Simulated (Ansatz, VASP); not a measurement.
## Mg4Sn in VASP and in Ansatz

Contents of INCAR:

```
SYSTEM = Mg4Sn
ALGO = Fast ; EDIFF = 1E-6
EDIFFG = -0.04 ; ENCUT = 600
GGA = PE ; IBRION = 2
ISIF = 3 ; ISMEAR = 0
LASPH = .True. ; LCHARG = .False.
LREAL = .False. ; LWAVE = .False.
NELM = 80 ; NSW = 90
PREC = Accurate ; SIGMA = 0.1
```

Contents of KPOINTS:

```
k-points
0
Gamma
  4 4 4
  0 0 0
```

Contents of POSCAR:

```
Mg4Sn
1.0
   -2.8929562800      2.8929562800      2.8929562800
    2.8929562800     -2.8929562800      2.8929562800
    2.8929562800      2.8929562800     -2.8929562800
Mg Sn
4 1
Direct
    0.0000000000      0.0000000000      0.5000000000
    0.5000000000      0.0000000000      0.0000000000
    0.0000000000      0.5000000000      0.0000000000
    0.5000000000      0.5000000000      0.5000000000
    0.0000000000      0.0000000000      0.0000000000
```

Input for Ansatz:

```yaml
crystal:
  lattice:
    - [-2.89295628, 2.89295628, 2.89295628]
    - [2.89295628, -2.89295628, 2.89295628]
    - [2.89295628, 2.89295628, -2.89295628]
  atoms:
    - { symbol: Mg, position: [0.0, 0.0, 0.5] }
    - { symbol: Mg, position: [0.5, 0.0, 0.0] }
    - { symbol: Mg, position: [0.0, 0.5, 0.0] }
    - { symbol: Mg, position: [0.5, 0.5, 0.5] }
    - { symbol: Sn, position: [0.0, 0.0, 0.0] }
basis:
  ecutwfc: 420
kpoints:
  mp_grid: { grid: [4, 4, 4] }
hamiltonian:
  xc: pbe
scf:
  occupations: { method: gaussian, width: 0.1 }
  lower_state_search: "off"
output:
  forces: true
  stress: true
  eigenvalues: true
relax:
  adjacent_minimum: "off"
  f_tol: 0.04
  max_steps: 70
  cell: { stress_tol: 0.4 }
```

Change from the starting cell: species swapped into the Hg4Pt type (Im-3m, No. 229).

Alike in both runs: task relaxation of cell and atoms; functional PBE; k mesh 4 × 4 × 4; occupations gaussian, width 0.1 eV; no spin polarisation.

```csv
,VASP,Ansatz
version,VASP 6.6.1,Ansatz 0.2.0
potentials or method,"VASP PAW PBE potentials, release 64 (Mg, Sn_d)","scalar-relativistic, plane waves, PAW"
plane-wave cutoff (eV),600,420
valence electrons in the cell,22,54
```

Ansatz gave:

| Item | Value |
| --- | --- |
| gap on the k mesh at the Fermi level, each at its own relaxed structure (eV) | none |
| relaxed volume (Å³/atom) | 29.09 |
| relaxed cell length with the largest relative difference (Å) | 5.738 |
| energy change over the relaxation (meV/atom) | -650 |

Q: Which values does VASP return?

A: gap on the k mesh at the Fermi level, each at its own relaxed structure (eV): none; relaxed volume (Å³/atom): 29.41; relaxed cell length with the largest relative difference (Å): 5.759; energy change over the relaxation (meV/atom): -645.

A gap of «none» marks a metal or a gap that the smearing closes. The two sets of potentials don't hold the same shells in valence.

Caveats: the k mesh is coarse (spacing up to 0.38 Å⁻¹), so the values aren't converged; the volume moved by over 15 % at a fixed basis, so the end points are rough.
